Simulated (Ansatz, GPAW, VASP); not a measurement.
**Al: programs and potentials compared**

```xyz
1
Lattice="0.0000 2.0248 2.0248 2.0248 0.0000 2.0248 2.0248 2.0248 0.0000" Properties=species:S:1:pos:R:3 pbc="T T T"
Al    0.0000    0.0000    0.0000
```

Alike in all runs: task single point; functional PBE; k mesh 11 × 11 × 11; occupations gaussian, width 0.02 eV; no spin polarisation; no spin-orbit coupling. Pressure is positive in compression and, in plane waves, holds the error of the finite cutoff, which Ansatz's Pulay term estimates and takes out.

```tsv
program and potentials	plane-wave cutoff (eV)	notes	pressure (GPa)
Ansatz, Ansatz PAW	420	Pulay term of +0.07 GPa included	-0.49
VASP, PBE PAW files Al, 520 eV	520	-	-0.53
Ansatz, all-electron LAPW, scalar-relativistic	-	-	-0.50
GPAW, GPAW PAW data sets (gpaw-data 1.2.1)	600	-	-0.37
```

The pressure spans -0.53 (VASP, PBE PAW files Al, 520 eV) to -0.37 GPa (GPAW, GPAW PAW data sets (gpaw-data 1.2.1)), with all-electron results at -0.50.

Differences between rows come from potentials, basis sets and numerical settings, since the functional is the same but for its coding. Runs on potential files found faulty are left out.
